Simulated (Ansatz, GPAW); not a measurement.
This is a calculation of GaSb for Ansatz 0.2.0. 

File input.yaml:

```yaml
crystal:
  lattice:
    - [0.0, 3.059, 3.059]
    - [3.059, 0.0, 3.059]
    - [3.059, 3.059, 0.0]
  atoms:
    - { symbol: Sb, position: [0.75, 0.75, 0.75] }
    - { symbol: Ga, position: [0.0, 0.0, 0.0] }
kpoints:
  mp_grid: { grid: [8, 8, 8] }
scf:
  occupations: { method: gaussian, width: 0.013 }
hamiltonian:
  xc: pbe
  pseudopotentials: { kind: all_electron, lapw: { basis_error: 0.001 } }
output:
  forces: true
  stress: true
  eigenvalues: true
```

Potentials or basis: all-electron LAPW, scalar-relativistic.

Run with:

```bash
$ ansatz run input.yaml --threads 1 --pin off --max-ram 3072MiB --backend cpu --events-out ev --progress --plain --runs-dir out
```

Q: What does the same run look like in GPAW 26.7.0 (ASE script)? Potentials or basis there: GPAW PAW data sets (gpaw-data 1.2.1), cutoff 600 eV.

A: As run (cutoffs and basis follow the program's own potentials, and thresholds, step limits or extra output files can differ):

run.py

```python
from ase import Atoms
from ase.dft.bandgap import bandgap
from ase.io import write
from ase.units import GPa
from gpaw import GPAW, PW

atoms = Atoms(['Sb', 'Ga'],
              cell=[[0.0, 3.059, 3.059],
                    [3.059, 0.0, 3.059],
                    [3.059, 3.059, 0.0]],
              scaled_positions=[[0.75, 0.75, 0.75],
                                [0.0, 0.0, 0.0]],
              pbc=True)

calc = GPAW(mode=PW(600),
            xc='PBE',
            kpts={'size': (8, 8, 8), 'gamma': True},
            occupations={'name': 'methfessel-paxton', 'order': 0, 'width': 0.013000000000000001},
            nbands=18,
            convergence={'density': 1e-05, 'energy': 1e-05},
            maxiter=150,
            txt='gpaw.txt')
atoms.calc = calc
energy = atoms.get_potential_energy()
forces = atoms.get_forces()
stress = atoms.get_stress()
calc.write('gs.gpw')
write('result.traj', atoms)
print(f'Energy: {energy:.6f} eV')
print('Forces (eV/A):')
print(forces.round(4))
print('Stress (GPa):', (stress / GPa).round(3))
print('Fermi level:', round(calc.get_fermi_level(), 4), 'eV')
print(f'Gap: {bandgap(calc)[0]:.4f} eV, direct: {bandgap(calc, direct=True)[0]:.4f} eV')
```

Potentials or basis: GPAW PAW data sets (gpaw-data 1.2.1), pw.

Launch:

```console
$ OMP_NUM_THREADS=1 python run.py
```

Both were run:

|  | Ansatz | GPAW |
| --- | --- | --- |
| Pressure | 2.3 GPa | 2.3 GPa |

Where Ansatz's input types no cutoff or centring, it takes its own default and a Γ-centred mesh.

Pressure is positive in compression.
